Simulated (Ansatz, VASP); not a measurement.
Given: the input of a run of Ansatz 0.2.0 on HgTe (Coloradoite).

Contents of input.yaml:

```yaml
crystal:
  lattice:
    - [0.0, 3.2145, 3.2145]
    - [3.2145, 0.0, 3.2145]
    - [3.2145, 3.2145, 0.0]
  atoms:
    - { symbol: Hg, position: [0.0, 0.0, 0.0] }
    - { symbol: Te, position: [0.75, 0.75, 0.75] }
kpoints:
  mp_grid: { grid: [6, 6, 6] }
scf:
  occupations: { method: fermi_dirac, width: 0.05 }
hamiltonian:
  xc: pbesol
  pseudopotentials: { kind: all_electron, datasets: crystal }
output:
  forces: true
  stress: true
  eigenvalues: true
```

Potentials or basis: all-electron PAW datasets made for the crystal.

Launch:

```sh
$ ansatz run input.yaml --threads 2 --pin off --max-ram 8192MiB --backend cpu --events-out ev --progress --plain --runs-dir out
```

Set up the same calculation for VASP 6.6.1. Potentials there: VASP PAW PBE potentials, release 64 (Hg, Te).

As run (the cutoff follows the program's own potentials):

File INCAR:

```
PREC = Accurate
ENCUT = 520
EDIFF = 1E-6
ISMEAR = -1
SIGMA = 0.05
LREAL = False
LASPH = True
NELM = 60
ALGO = Normal
ISIF = 2
LWAVE = False
LCHARG = True
GGA = PS
LELF = True
LVHAR = True
NBANDS = 16
```

File KPOINTS:

```
regular mesh
0
Gamma
  6 6 6
```

File POSCAR:

```
HgTe
1.0
    0.0000000000      3.2145000000      3.2145000000
    3.2145000000      0.0000000000      3.2145000000
    3.2145000000      3.2145000000      0.0000000000
Hg Te
1 1
Direct
    0.0000000000      0.0000000000      0.0000000000
    0.7500000000      0.7500000000      0.7500000000
```

Potentials or basis: VASP PAW PBE potentials, release 64 (Hg, Te).

Run with:

```sh
$ cat potpaw_PBE.64/Hg/POTCAR potpaw_PBE.64/Te/POTCAR > POTCAR
$ mpirun -np 1 vasp_std > vasp.out
```

Both were run:

|  | VASP | Ansatz | Ansatz less VASP |
| --- | --- | --- | --- |
| gap on the k mesh at the Fermi level (eV) | none | none | - |
| pressure (GPa) | 1.9 | 1.8 | -0.12 |

A gap of «none» marks a metal or a gap that the smearing closes. Ansatz ran all-electron here, so the differences hold the error of VASP's frozen core and of both bases.

Caveats: the PAW data sets were made with another functional, which shifts forces and pressure a little (VASP); the k mesh is thin for a metal, which can move the energy by tens of meV per atom (Ansatz). The runs have no spin-orbit coupling, so splittings on Hg, Te are missing.
